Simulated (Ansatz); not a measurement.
# hcp against bcc along groups 8 to 10

The calculation used Ansatz, DFT, RPBE, plane waves (420 eV) with PAW, scalar-relativistic. The PAW files were generated under PBE, with cores re-solved for the functional.

Each structure is relaxed within its symmetry, in the lowest magnetic state of the tried starts. Differences under about 8 meV lie within the error of the k-point mesh.

| element | E(hcp) − E(bcc) (meV/atom) | V(hcp) (Å³/atom) | V(bcc) (Å³/atom) | state of hcp | state of bcc |
| --- | --- | --- | --- | --- | --- |
| Fe | 160 | 10.43 | 11.71 | spin not included | ferromagnetic |
| Ru | -612 | 13.97 | 14.48 | non-magnetic | spin not included |
| Os | -876 | 14.43 | 14.95 | spin not included | spin not included |
| Co | -71 | 11.18 | 11.45 | ferromagnetic | ferromagnetic |
| Rh | -299 | 14.39 | 14.79 | spin not included | spin not included |
| Ir | -550 | 14.76 | 15.26 | spin not included | spin not included |
| Ni | -69 | 11.26 | 11.31 | ferromagnetic | ferromagnetic |
| Pd | -14 | 15.89 | 15.90 | ferromagnetic | non-magnetic |
| Pt | ? | ? | ? | ? | ? |

Task: Fill in the row of Pt.

Result: E(hcp) − E(bcc) (meV/atom): -34; V(hcp) (Å³/atom): 16.05; V(bcc) (Å³/atom): 16.13; state of hcp: spin not included; state of bcc: spin not included.
